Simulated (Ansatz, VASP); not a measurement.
One calculation of HfN, two programs

```
CELL_PARAMETERS angstrom
0.00000 2.22748 2.22748
2.22748 0.00000 2.22748
2.22748 2.22748 0.00000
ATOMIC_POSITIONS crystal
Hf 0.00000 0.00000 0.00000
N 0.50000 0.50000 0.50000
```

Alike in both runs: task single point; functional PBE; k mesh 16 × 16 × 16; occupations gaussian, width 0.1 eV; no spin polarisation.

|  | VASP | Ansatz |
| --- | --- | --- |
| version | VASP 6.6.1 | Ansatz 0.2.0 |
| potentials or method | VASP PAW PBE potentials, release 64 (Hf_pv, N) | scalar-relativistic, plane waves, PAW |
| plane-wave cutoff (eV) | 520 | 420 |
| valence electrons in the cell | 15 | 31 |

Ansatz gave:

```
gap on the k mesh at the Fermi level (eV) : none
pressure (GPa)                            : 18.6
```

Question: Estimate VASP's values.

Answer: gap on the k mesh at the Fermi level (eV): none; pressure (GPa): 16.1.

A gap of «none» marks a metal or a gap that the smearing closes. The two sets of potentials don't hold the same shells in valence.

Caveats: so large a pressure means that the cell lies far from this level's equilibrium, or that cutoff or potentials fall short (VASP). The runs have no spin-orbit coupling, so splittings on Hf are missing.
